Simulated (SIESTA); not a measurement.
**ZrC in SIESTA: the effect of functional**

The system is ZrC.

```
Zr C
1.0
     0.00000    2.36500    2.36500
     2.36500    0.00000    2.36500
     2.36500    2.36500    0.00000
Zr C
1 1
Cartesian
  2.3650 2.3650 2.3650
  0.0000 0.0000 0.0000
```

Alike in all runs:

```yaml
Program: SIESTA 5.4.2
Task: band structure
Basis: DZP (energy shift 0.003 Ry; two zetas on semicore shells)
Grid_cutoff: 800 Ry
Energy_shift: 0.003 Ry
k_mesh: 10 × 10 × 10
Occupations: fermi-dirac, width 0.05 eV
Spin: no spin polarisation
```

| functional | potentials or basis | pressure (GPa) |
| --- | --- | --- |
| LDA | PseudoDojo 0.4 standard (LDA files) | -10.3 |
| PBEsol | PseudoDojo 0.4 standard (PBEsol files) | -6.4 |
| AM05 | PseudoDojo 0.4 standard (PBEsol files) | -7.0 |
| WC | PseudoDojo 0.4 standard (PBEsol files) | -5.7 |
| PW91 | PseudoDojo 0.4 standard (PBE files) | -0.9 |
| revPBE | PseudoDojo 0.4 standard (PBE files) | ? |
| RPBE | PseudoDojo 0.4 standard (PBE files) | 1.6 |
| BLYP | PseudoDojo 0.4 standard (PBE files) | 6.7 |

Problem. What does the run with functional revPBE give?

Solution. Pressure 0.9 GPa.

Caveats: the basis of atomic orbitals isn't converged, which shifts pressures, moduli and gaps; the potentials were made for another functional, which shifts forces and pressure (some runs).

Runs at the PBE level aren't shown here.
